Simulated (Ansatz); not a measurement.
## Bands of MoS$_{2}$

```
Mo S
1.0
     1.58150    0.91308    6.12333
    -1.58150    0.91308    6.12333
     0.00000   -1.82616    6.12333
Mo S
1 2
Direct
  0.00000 0.00000 0.00000
  0.74840 0.74840 0.74840
  0.58490 0.58490 0.58490
```

Atoms are numbered in the order listed.

The geometry is COD entry 9007661, unchecked; take it as a test cell.

Theory: DFT, PBEsol, all-electron LAPW, scalar-relativistic (Ansatz 0.2.0).

The runs use a Γ-centred 13×13×13 k mesh, Fermi–Dirac smearing of 0.05 eV, basis error target 0.5 meV/atom, no spin polarisation.

Points in fractions of the reciprocal vectors of this cell: Γ (0, 0, 0), T (0.5, 0.5, 0.5), H2 (0.819, 0.181, 0.5), H0 (0.5, -0.181, 0.181), L (0.5, 0, 0), S0 (0.341, -0.341, 0), S2 (0.659, 0, 0.341), F (0.5, 0, 0.5). The path joins them by straight lines in the order Γ–T–H2–H0–L–Γ–S0–S2–F; legs that retrace an earlier one aren't tabulated. Energies are in eV from the top of the valence band.

Q: Is there a gap, and where are the band edges?

A: 0.63 eV, indirect from T (0.5, 0.5, 0.5) to the line H0 (0.5, -0.181, 0.181)–L (0.5, 0, 0).

Q: List the levels between -5 and 5 eV at the symmetry points.

A: 
Γ: -3.88 (×2), -2.67 (×2), -1.32, -1.21, 1.89 (×2), 2.42 (×2)
T: -3.89 (×2), -3.53, -2.64 (×2), 0.00, 1.97 (×2), 2.30 (×2)
H2: -4.64, -3.92, -2.88, -1.02, 0.67, 2.28, 2.96, 4.20
H0: -4.64, -3.92, -2.88, -1.02, 0.67, 2.28, 2.96, 4.20
L: -4.39, -2.40, -1.95, -1.66, 1.37, 1.86, 3.35, 3.53
S0: -4.64, -3.85, -2.93, -1.00, 0.64, 2.29, 2.95, 4.21
S2: -4.64, -3.85, -2.93, -1.00, 0.64, 2.29, 2.95, 4.21
F: -4.33, -2.95, -2.11, -1.50, 1.33, 1.97, 2.90, 3.94
